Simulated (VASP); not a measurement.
# Se (P6_3/mmc) in VASP: a series of runs

Runs on Se. Level: revPBE. Tasks: single point.

Program: VASP 6.6.1. These are calculated values, not measurements. Logs are shortened: lines on timing, memory, paths and dates and some standing lists are left out, and cuts for length are marked.

### 1 The crystal as given

It takes space group P6_3/mmc (No. 194, hexagonal). The conventional cell has a = 3.851 Å, b = 3.851 Å, c = 7.257 Å, α = 90.00°, β = 90.00°, γ = 120.00°. Se (site symmetry -3m) has 6 Se at 2.87 Å as nearest neighbours. Se (site symmetry -6m2) is surrounded by 6 Se at 2.87 Å.

This isn't the form of Se at room conditions, which is trigonal, of chains.

### 2 Single point, revPBE

Contents of INCAR:

```
PREC = Accurate
ENCUT = 520
EDIFF = 1E-6
ISMEAR = -1
SIGMA = 0.1
LREAL = False
LASPH = True
NELM = 100
ALGO = Fast
ISIF = 2
LWAVE = False
LCHARG = False
GGA = RE
NBANDS = 20
```

Contents of KPOINTS:

```
regular mesh
0
Gamma
  12 12 6
```

Contents of POSCAR:

```
Se
1.0
    3.8505116607      0.0000000000      0.0000000000
   -1.9252558304      3.3346409157      0.0000000000
    0.0000000000      0.0000000000      7.2573326836
Se
4
Direct
    0.0000000000      0.0000000000      1.0000000000
    1.0000000000      1.0000000000      0.5000000000
    0.3333333333      0.6666666667      0.2500000000
    0.6666666667      0.3333333333      0.7500000000
```

Potentials or basis: VASP PAW PBE potentials, release 64 (Se).

Command:

```sh
$ cat potpaw_PBE.64/Se/POTCAR > POTCAR
$ mpirun -np 1 vasp_std > vasp.out
```

OUTCAR:

```text
PREC = Accurate
   ENCUT = 520
   EDIFF = 1E-6
   ISMEAR = -1
   LREAL = False
   LASPH = True
   NELM = 100
   ISIF = 2
   GGA = RE

 ion  position               nearest neighbor table
   1  0.000  0.000  0.000-
   2  0.000  0.000  0.500-
   3  0.333  0.667  0.250-
   4  0.667  0.333  0.750-

  LATTYP: Found a hexagonal cell.
 ALAT       =     3.8505116607
 C/A-ratio  =     1.8847709923

  Lattice vectors:

 A1 = (   3.8505116607,   0.0000000000,   0.0000000000)
 A2 = (  -1.9252558304,   3.3346409157,   0.0000000000)
 A3 = (   0.0000000000,   0.0000000000,   7.2573326836)

Analysis of symmetry for initial positions (statically):
=====================================================================
 Subroutine PRICEL returns:
 Original cell was already a primitive cell.

 Routine SETGRP: Setting up the symmetry group for a
 hexagonal supercell.

 Subroutine GETGRP returns: Found 24 space group operations
 (whereof 12 operations were pure point group operations)
 out of a pool of 24 trial point group operations.

The static configuration has the point symmetry D_3d.
 The point group associated with its full space group is D_6h.

Analysis of symmetry for dynamics (positions and initial velocities):
=====================================================================
 Subroutine PRICEL returns:
 Original cell was already a primitive cell.

 Routine SETGRP: Setting up the symmetry group for a
 hexagonal supercell.

 Subroutine GETGRP returns: Found 24 space group operations
 (whereof 12 operations were pure point group operations)
 out of a pool of 24 trial point group operations.

The dynamic configuration has the point symmetry D_3d.
 The point group associated with its full space group is D_6h.

 Subroutine INISYM returns: Found 24 space group operations
 (whereof 12 operations are pure point group operations),
 and found     1 'primitive' translations

----------------------------------------------------------------------------------------

                                     Primitive cell

  volume of cell :      93.1847

  direct lattice vectors                    reciprocal lattice vectors
     3.850511661  0.000000000  0.000000000     0.259705745  0.149941182  0.000000000
    -1.925255830  3.334640916  0.000000000     0.000000000  0.299882364  0.000000000
     0.000000000  0.000000000  7.257332684     0.000000000  0.000000000  0.137791671

  length of vectors
     3.850511661  3.850511661  7.257332684     0.299882364  0.299882364  0.137791671

  position of ions in fractional coordinates (direct lattice)
     0.000000000  0.000000000  0.000000000
     0.000000000  0.000000000  0.500000000
     0.333333333  0.666666667  0.250000000
     0.666666667  0.333333333  0.750000000

  ion indices of the primitive-cell ions
   primitive index   ion index
                 1           1
                 2           2
                 3           3
                 4           4

----------------------------------------------------------------------------------------

 KPOINTS: regular mesh

Automatic generation of k-mesh.
 Grid dimensions read from file:
 generate k-points for:   12   12    6

 Generating k-lattice:

  Cartesian coordinates                     Fractional coordinates (reciprocal lattice)
     0.021642145  0.012495098  0.000000000     0.083333333 -0.000000000  0.000000000
     0.000000000  0.024990197  0.000000000     0.000000000  0.083333333  0.000000000
     0.000000000  0.000000000  0.022965279     0.000000000  0.000000000  0.166666667

  Length of vectors
     0.024990197  0.024990197  0.022965279

  Shift w.r.t. Gamma in fractional coordinates (k-lattice)
     0.000000000  0.000000000  0.000000000

 Subroutine IBZKPT returns following result:
 ===========================================

 Found     76 irreducible k-points:

 Following reciprocal coordinates:
            Coordinates               Weight
  0.000000  0.000000  0.000000      1.000000
  0.083333 -0.000000  0.000000      6.000000
  0.166667  0.000000  0.000000      6.000000
  0.250000  0.000000  0.000000      6.000000
  0.333333  0.000000  0.000000      6.000000
  0.416667 -0.000000  0.000000      6.000000
[... 16 lines left out ...]
  0.250000  0.000000  0.166667     12.000000
  0.333333  0.000000  0.166667     12.000000
 [... further k-points ...]
   k-points           NKPTS =     76   k-points in BZ     NKDIM =     76   number of bands    NBANDS=     20
   number of dos      NEDOS =    301   number of ions     NIONS =      4
   total plane-waves  NPLWV =  48600
   dimension x,y,z NGX =    30 NGY =   30 NGZ =   54
   dimension x,y,z NGXF=    60 NGYF=   60 NGZF=  108
   ions per type =               4
   NGX,Y,Z   is equivalent  to a cutoff of  12.95, 12.95, 12.37 a.u.
   NGXF,Y,Z  is equivalent  to a cutoff of  25.91, 25.91, 24.74 a.u.
 SYSTEM =  unknown system
   PREC   = accura    normal or accurate (medium, high low for compatibility)
   ISTART =      0    job   : 0-new  1-cont  2-samecut
   ICHARG =      2    charge: 1-file 2-atom 10-const
   ISPIN  =      1    spin polarized calculation?
   LNONCOLLINEAR =      F non collinear calculations
   LSORBIT =      F    spin-orbit coupling
   LASPH  =      T    aspherical Exc in radial PAW
   ENCUT  =  520.0 eV  38.22 Ry    6.18 a.u.   7.16  7.16 13.49*2*pi/ulx,y,z
   NELM   =    100;   NELMIN=  2; NELMDL= -5     # of ELM steps
   EDIFF  = 0.1E-05   stopping-criterion for ELM
   LREAL  =      F    real-space projection
   EDIFFG = 0.1E-04   stopping-criterion for IOM
   NSW    =      0    number of steps for IOM
   IBRION =     -1    ionic relax: 0-MD 1-quasi-New 2-CG
   NFREE  =      0    steps in history (QN), initial steepest desc. (CG)
   ISIF   =      2    stress and relaxation
   ISYM   =      2    0-nonsym 1-usesym 2-fastsym
   POTIM  = 0.5000    time-step for ionic-motion
   TEBEG  =    0.0;   TEEND  =   0.0 temperature during run
   PSTRESS=    0.0 pullay stress
   NELECT =      24.0000    total number of electrons
   NUPDOWN=      -1.0000    fix difference up-down
   EMIN   =  10.00;   EMAX   =-10.00  energy-range for DOS
   EFERMI =   0.00;   METHOD = LEGACY
   ISMEAR =    -1;   SIGMA  =   0.10  broadening in eV -4-tet -1-fermi 0-gaus
   EFERMI_NEDOS =   21; number of points for ismear=-14 and -15
   IALGO  =     68    algorithm
   IMIX   =      4    mixing-type and parameters
     AMIX     =   0.40;   BMIX     =  1.00
     AMIX_MAG =   1.60;   BMIX_MAG =  1.00
  volume/ion in A,a.u.               =      23.30       157.21
  Fermi-wavevector in a.u.,A,eV,Ry     =   1.041591  1.968321 14.761111  1.084911
  Thomas-Fermi vector in A             =   2.176218
   LORBIT       =      0    0 simple, 1 ext, 2 COOP (PROOUT), +10 PAW based schemes
   GGA     = RE    functional components
   LHFCALC =     F    Hartree Fock is set to
   AEXX    =    0.0000 exact exchange contribution
   IVDW    =     0    specifies the selected vdW correction
   LEPSILON=     F    determine dielectric tensor
   LRPA    =     F    only Hartree local field effects (RPA)
 non-spin polarized calculation
 RMM-DIIS sequential band-by-band and
  energy-cutoff  :      520.00
  volume of cell :       93.18
 maximum number of plane-waves:      2541
 NGX is ok and might be reduce to    30
   NGX = 15   NGY = 15   NGZ = 27

 number of electron      23.9999995 magnetization

 Free energy of the ion-electron system (eV)
  ---------------------------------------------------
  ext. energy  EPLUGINS =         0.00000000
  ---------------------------------------------------
  free energy    TOTEN  =       -11.49777018 eV

  energy without entropy =      -11.41475301  energy(sigma->0) =      -11.45626159

 E-fermi :   4.3724     XC(G=0):  -9.7111

 val. band max:        4.3645703950   @ k =   0.0833   0.0833   0.0000
 cond. band min:       4.3938364186   @ k =   0.3333   0.1667   0.0000
 fundamental gap:      0.0292660236
 Fermi energy:         4.3723999633

 k-point     1 :       0.0000    0.0000    0.0000
  band No.  band energies     occupation
      1     -11.3554      2.00000
      2      -9.2540      2.00000
      3      -9.1326      2.00000
      4      -5.7002      2.00000
      5       0.3884      2.00000
      6       1.5901      2.00000
[... 12 lines left out ...]
     19      11.3387      0.00000
     20      11.8291      0.00000

 k-point     2 :       0.0833   -0.0000    0.0000
  band No.  band energies     occupation
      1     -11.2883      2.00000
      2      -9.2130      2.00000
      3      -9.0881      2.00000
      4      -5.8112      2.00000
      5       0.4466      2.00000
      6       1.3497      2.00000
[... 12 lines left out ...]
     19      11.5629      0.00000
     20      12.0800      0.00000

 k-point     3 :       0.1667    0.0000    0.0000
  band No.  band energies     occupation
      1     -11.0899      2.00000
      2      -9.0983      2.00000
      3      -8.9618      2.00000
      4      -6.1292      2.00000
      5       0.4047      2.00000
      6       0.5746      2.00000
[... 12 lines left out ...]
     19      12.1912      0.00000
     20      12.4400      0.00000

 k-point     4 :       0.2500    0.0000    0.0000
  band No.  band energies     occupation
      1     -10.7694      2.00000
      2      -8.9384      2.00000
      3      -8.7757      2.00000
      4      -6.6063      2.00000
      5      -0.5456      2.00000
      6       0.0342      2.00000
[... 12 lines left out ...]
     19      12.1008      0.00000
     20      13.0463      0.00000

 k-point     5 :       0.3333    0.0000    0.0000
  band No.  band energies     occupation
      1     -10.3482      2.00000
      2      -8.7943      2.00000
      3      -8.5704      2.00000
      4      -7.1515      2.00000
      5      -1.3141      2.00000
      6      -0.7371      2.00000
[... 12 lines left out ...]
     19      12.3432      0.00000
     20      13.2492      0.00000
[... 353 lines left out ...]
      6       1.3095      2.00000
[... 12 lines left out ...]
     19      11.6333      0.00000
     20      12.0593      0.00000

 k-point    22 :       0.1667    0.0000    0.1667
  band No.  band energies     occupation
      1     -11.0285      2.00000
      2      -9.6261      2.00000
      3      -8.3790      2.00000
      4      -6.2463      2.00000
      5       0.1463      2.00000
      6       0.5546      2.00000
[... 12 lines left out ...]
     19      12.1079      0.00000
     20      12.1393      0.00000

 k-point    23 :       0.2500    0.0000    0.1667
  band No.  band energies     occupation
      1     -10.7109      2.00000
      2      -9.3986      2.00000
      3      -8.2856      2.00000
      4      -6.6784      2.00000
      5      -0.6679      2.00000
      6       0.2849      2.00000
[... 12 lines left out ...]
     19      11.5716      0.00000
     20      12.9116      0.00000

 k-point    24 :       0.3333    0.0000    0.1667
  band No.  band energies     occupation
      1     -10.2945      2.00000
      2      -9.1384      2.00000
      3      -8.2297      2.00000
      4      -7.1903      2.00000
      5      -1.3337      2.00000
      6      -0.5183      2.00000
[... 12 lines left out ...]
     19      12.4851      0.00000
     20      13.6792      0.00000

 [... further k-points ...]
[... 5 lines left out ...]
  --------------------------------------------------------------------------------------
  -------------------------------------------------------------------------------------
  Total       -0.2163419     -0.2163419      0.3426063      0.0000000      0.0000000      0.0000000
  in kB       -3.7196896     -3.7196896      5.8906256      0.0000000      0.0000000      0.0000000
  external PRESSURE =      -0.5162512 kB  Pullay stress =       0.0000000 kB

 VOLUME and BASIS-vectors are now :
 -----------------------------------------------------------------------------
  energy-cutoff  :      520.00
  volume of cell :       93.18
      direct lattice vectors                 reciprocal lattice vectors
     3.850511661  0.000000000  0.000000000     0.259705745  0.149941182  0.000000000
    -1.925255830  3.334640916  0.000000000     0.000000000  0.299882364  0.000000000
     0.000000000  0.000000000  7.257332684     0.000000000  0.000000000  0.137791671

 POSITION                                       TOTAL-FORCE (eV/Angst)
 -----------------------------------------------------------------------------------
      0.00000      0.00000      0.00000         0.000000      0.000000     -0.000000
      0.00000      0.00000      3.62867         0.000000      0.000000     -0.000000
     -0.00000      2.22309      1.81433        -0.000000      0.000000     -0.000000
      1.92526      1.11155      5.44300         0.000000     -0.000000      0.000000
 -----------------------------------------------------------------------------------
    total drift:                               -0.000000      0.000000     -0.000000

  FREE ENERGIE OF THE ION-ELECTRON SYSTEM (eV)
  ---------------------------------------------------
  free  energy   TOTEN  =       -11.4977701777 eV

  energy  without entropy=      -11.4147530076  energy(sigma->0) =      -11.45626159
```

It took 67 s on 1 thread of AMD EPYC 9R45 (Zen 5), shared host; peak memory 0.24 GiB.

Results:

```
Free energy            : -11.4978 eV
Pressure               : -0.1 GPa
Band gap on the k mesh : none (metal or under the smearing width)
```

Caveat: the PAW data sets were made with another functional, which shifts forces and pressure a little.

### 3 Single point, revPBE

This run uses another cell than the first one, of 20.50 Å³/atom, 0.880 times its volume.

Contents of INCAR:

```
SYSTEM = Se
PREC = Accurate ; ENCUT = 520
EDIFF = 1E-6 ; ISMEAR = -1
SIGMA = 0.1 ; LREAL = .FALSE.
LASPH = .TRUE. ; NELM = 60
ALGO = Normal ; ISIF = 2
LWAVE = .FALSE. ; LCHARG = .FALSE.
GGA = RE ; NBANDS = 20
```

Contents of KPOINTS:

```
Automatic mesh
0
G
  11 11 5
  0 0 0
```

Contents of POSCAR:

```
Se
1.0
    3.6898836061      0.0000000000      0.0000000000
   -1.8449418031      3.1955329399      0.0000000000
    0.0000000000      0.0000000000      6.9545855859
Se
4
Direct
    0.0000000000      0.0000000000      1.0000000000
    1.0000000000      1.0000000000      0.5000000000
    0.3333333333      0.6666666667      0.2500000000
    0.6666666667      0.3333333333      0.7500000000
```

Potentials or basis: VASP PAW PBE potentials, release 64 (Se).

Command:

```sh
$ cat potpaw_PBE.64/Se/POTCAR > POTCAR
$ mpirun -np 1 vasp_std > vasp.out
```

Run time: 36 s. Hardware: 1 thread of AMD EPYC 9R45 (Zen 5), shared host; peak memory 0.19 GiB.

It converged, with:

```
Free energy            : -11.1780 eV
Pressure               : 10.5 GPa
Band gap on the k mesh : none (metal or under the smearing width)
```

Stress tensor (GPa, compression positive):
```
 8.86  0.00  0.00
 0.00  8.86  0.00
 0.00  0.00 13.68
```

Levels at points of the mesh, in eV from the Fermi level:
```csv
k point,band 10,band 11,band 12,band 13,band 14,band 15
"(0.00, 0.00, 0.00)",-1.74,-1.23,-1.23,-1.04,0.89,0.89
```

Caveat: the PAW data sets were made with another functional, which shifts forces and pressure a little.

### 4 Single point, revPBE

This run uses another cell than the first one, of 22.36 Å³/atom, 0.960 times its volume.

Contents of INCAR:

```
PREC = Accurate ; ENCUT = 520
EDIFF = 1E-7 ; ISMEAR = -1
SIGMA = 0.1 ; LREAL = False
LASPH = True ; NELM = 60
ALGO = Normal ; ISIF = 2
LWAVE = False ; LCHARG = False
GGA = RE ; NBANDS = 20
```

Contents of KPOINTS:

```
Automatic mesh
0
Gamma
  11 11 5
```

Contents of POSCAR:

```
Se
1.0
    3.7984713399      0.0000000000      0.0000000000
   -1.8992356700      3.2895726759      0.0000000000
    0.0000000000      0.0000000000      7.1592485967
Se
4
Direct
    0.0000000000      0.0000000000      1.0000000000
    1.0000000000      1.0000000000      0.5000000000
    0.3333333333      0.6666666667      0.2500000000
    0.6666666667      0.3333333333      0.7500000000
```

Command:

```sh
$ cat potpaw_PBE.64/Se/POTCAR > POTCAR
$ mpirun -np 1 vasp_std > vasp.out
```

Wall time 37 s (1 thread of AMD EPYC 9R45 (Zen 5), shared host); peak memory 0.19 GiB.

The run converged. Its results:

- Free energy: -11.4720 eV
- Pressure: 2.7 GPa
- Band gap on the k mesh: none (metal or under the smearing width)

Stress tensor (GPa, compression positive):
```
2.03 0.00 0.00
0.00 2.03 0.00
0.00 0.00 4.15
```

Levels at points of the mesh, in eV from the Fermi level:
| k point | band 8 | band 9 | band 10 | band 11 | band 12 | band 13 | band 14 | band 15 | band 16 | band 17 |
| --- | --- | --- | --- | --- | --- | --- | --- | --- | --- | --- |
| (0.00, 0.00, 0.00) | -1.77 | -1.64 | -1.64 | -1.18 | -1.11 | -1.11 | 0.83 | 0.83 | 2.49 | 4.32 |

Caveat: the PAW data sets were made with another functional, which shifts forces and pressure a little.

### 5 Overview

```tsv
cell	k mesh	gap on the mesh (eV)	pressure (GPa)
P6_3/mmc, 23.3 Å³/atom	12 × 12 × 6	none	-0.1
P6_3/mmc, 20.5 Å³/atom	11 × 11 × 5	none	10.5
P6_3/mmc, 22.36 Å³/atom	11 × 11 × 5	none	2.7
```

Alike in all rows: task single point; level revPBE; potentials or basis VASP PAW PBE potentials, release 64 (Se); no spin polarisation; cutoff (eV) 520; smearing fermi-dirac 0.1 eV.

Every run on the cell as given and a fine mesh finds a metal.

Caveats: the PAW data sets were made with another functional, which shifts forces and pressure a little.

Absolute energies hang on the potentials; compare differences alone.
